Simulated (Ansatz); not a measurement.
Structure relaxation of Cd

The calculation used DFT PBE, scalar-relativistic, plane waves, PAW in Ansatz 0.2.0.

Cd was placed on the sites of a reported O cell (P6_3/mmc, No. 194), at a guessed volume.

Input of the last, converged step (default PAW datasets):

```yaml
crystal:
  lattice:
    - [3.0518810261, 0.0, 0.0]
    - [-1.5259405131, 2.6430064979, 0.0]
    - [0.0, 0.0, 11.9269476989]
  atoms:
    - { symbol: Cd, position: [0.3333333333, 0.6666666667, 0.1211596089] }
    - { symbol: Cd, position: [0.6666666667, 0.3333333333, 0.6211596089] }
    - { symbol: Cd, position: [0.3333333333, 0.6666666667, 0.3788403911] }
    - { symbol: Cd, position: [0.6666666667, 0.3333333333, 0.8788403911] }
basis:
  ecutwfc: 420
kpoints:
  mp_grid: { grid: [18, 18, 4] }
hamiltonian:
  xc: pbe
scf:
  occupations: { method: gaussian, width: 0.1 }
output:
  forces: true
  stress: true
  eigenvalues: true
relax:
  adjacent_minimum: "off"
  f_tol: 0.01
  max_steps: 80
  cell: { stress_tol: 0.05 }
```

It can be run as:

```bash
ansatz run input.yaml --threads 1 --pin off --backend cpu --events-out ev --progress --plain --runs-dir out  # memory cap (--max-ram) not shown
```

The program printed at the end:

```
SCF converged after 4 iterations
Free energy (F): -33017.650783 eV
Harris-Foulkes:  -33017.650783 eV  (|F-HF|=1.46e-11)
Internal energy: -33017.642264 eV  (E = F + TS)
E sigma→0 (E₀):  -33017.646523 eV
Entropy (-TS):   -0.008519 eV (-2.130 meV/atom)
Fermi energy:    12.632148 eV
--- Per-component energies (eV) ---
  E_band       = -1721.872301
  E_kinetic    = 2018.574145
  E_local      = -12609.988942  (includes V_loc(G=0)·N_el)
  E_nonlocal   = 128.070923
  E_hartree    = 5891.565556
  E_xc         = -707.551232
  E_vxc        = -887.312193  (∫ρ·V_xc dr)
  E_paw        = -16328.691300  (= ΣΔE_a)
  E_vpaw       = -2154.347417  (= ΣTr[D̂ρ^β])
  E_aug_tail   = 0.000053  (compensation charges beyond the density's cutoff)
  E_ewald      = -11409.621465
  E_smearing   = -0.008519  (= −TS)
  E_closure    = 0.000000  (closes the sum)
  Σ components = -33017.650783   (vs F -33017.650783, Δ=0.00e0)
--- Forces (eV/Å), atoms counted from 1 ---
  atom   1  Cd     0.00000000     0.00000000    -0.00727121
  atom   2  Cd     0.00000000     0.00000000    -0.00727121
  atom   3  Cd     0.00000000     0.00000000     0.00727121
  atom   4  Cd     0.00000000     0.00000000     0.00727121
  max |Σ_I F_I| component: 2.31e-17 eV/Å
--- Stress (GPa, compression-positive) ---
        0.014224       0.000000       0.000000
        0.000000       0.014224       0.000000
        0.000000       0.000000      -0.048889
  P = ⅓ Tr σ = -0.0068 GPa (-0.068 kbar)
--- Relaxed structure (10 steps of the walk, 8 accepted, 1 SCFs on fresh bases) ---
  F+E_penalty+E_count = -33017.65078297 eV   max|allowed force component| = 7.271e-3 eV/Å   (the final SCF, on the basis selected at the relaxed cell)
  cell:  # Å, volume = 96.5242 Å³
    - [3.068718, 0.000000, 0.000000]
    - [-1.534359, 2.657588, 0.000000]
    - [0.000000, 0.000000, 11.835633]
  atoms:
    - { symbol: Cd, position: [0.333333, 0.666667, 0.119035] }
    - { symbol: Cd, position: [0.666667, 0.333333, 0.619035] }
    - { symbol: Cd, position: [0.333333, 0.666667, 0.380965] }
    - { symbol: Cd, position: [0.666667, 0.333333, 0.880965] }
```

Total energies depend on the potentials used, so only differences within one code and one set of settings carry meaning.

The result has space group P6_3/mmc (No. 194). Around Cd lie 7 Cd at 3.07–3.10 Å and 3 Cd at 3.33 Å.

It lies 0.04 eV/atom above the element's standard state at the same level.

For metals, differences of a few meV/atom aren't resolved.

Symmetry constrained the relaxation, so the result can be a saddle point.